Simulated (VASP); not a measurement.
The system is ZnGe2N2.

```
CELL_PARAMETERS angstrom
4.33394 0.00000 0.00000
-2.16697 3.75330 0.00000
0.00000 0.00000 5.15579
ATOMIC_POSITIONS crystal
Zn 0.00000 0.00000 0.00000
Ge 0.66667 0.33333 0.77698
Ge 0.66667 0.33333 0.22302
N 0.33333 0.66667 0.50000
N 0.33333 0.66667 0.00000
```

The cell was built by a generator and needn't be a form met in nature.

| Item | Value |
| --- | --- |
| Program | VASP 6.6.1 |
| Task | relaxation of cell and atoms |
| Functional | PBE |
| Potentials or basis | VASP PAW PBE potentials, release 64 (Zn, Ge_d, N) |
| Cutoff | 520 eV |
| k mesh | 4 × 4 × 3 |
| Occupations | gaussian, width 0.15 eV |
| Spin | no spin polarisation |

At the start: pressure -5.4 GPa; volume 16.77 Å³/atom.

Where does the relaxation end?

Over 24 steps the energy falls by 1062.3 meV/atom and the volume is 13.71 Å³/atom (-18.3 %); space group P-6m2 (No. 187, to 0.05 Å).

Step by step:
```tsv
step	energy change (eV)	largest force (eV/Å)	pressure (GPa)	volume (Å³)
1	0.0000	3.3311	-5.41	83.87
2	-1.2011	1.3230	-4.69	77.09
3	-1.7680	5.5798	10.64	66.27
4	-1.8482	0.0948	-2.81	72.36
5	-2.0298	2.1969	3.09	69.29
6	-2.6163	2.9087	4.50	67.23
7	-3.5350	6.0858	24.83	59.93
8	-4.2193	3.9037	22.26	60.67
9	-4.7875	2.2418	19.49	61.46
10	-4.7739	2.0022	19.31	61.53
11	-5.0898	1.2715	10.57	63.98
12	-5.2931	0.4534	1.92	67.52
13	-5.3064	0.2495	1.28	68.62
14	-5.2783	0.0596	-4.33	70.84
15	-5.3053	0.1967	-1.52	69.25
16	-5.3064	0.2396	-0.10	69.02
17	-5.3079	0.1480	0.06	68.94
18	-5.3082	0.1590	-0.72	68.92
19	-5.3087	0.1293	-0.67	68.89
20	-5.3096	0.0959	-0.80	68.83
21	-5.3107	0.0321	-0.47	68.71
22	-5.3113	0.0994	0.46	68.46
23	-5.3111	0.0327	-1.47	68.64
24	-5.3113	0.0532	0.38	68.55
```

Final structure:
```
Zn Ge N
1.0
     3.30446    0.00000    0.00000
    -1.65223    2.86175    0.00000
     0.00000    0.00000    7.24865
Zn Ge N
1 2 2
Direct
  0.00000 0.00000 0.00000
  0.66667 0.33333 0.68468
  0.66667 0.33333 0.31532
  0.33333 0.66667 0.50000
  0.33333 0.66667 0.00000
```

Caveat: the k mesh is coarse (spacing up to 0.42 Å⁻¹), so the values aren't converged; the volume moved by over 15 % at a fixed basis, so the end points are rough; the relaxation stopped at a loose force limit of 0.08 eV/Å, so its end isn't a converged minimum.
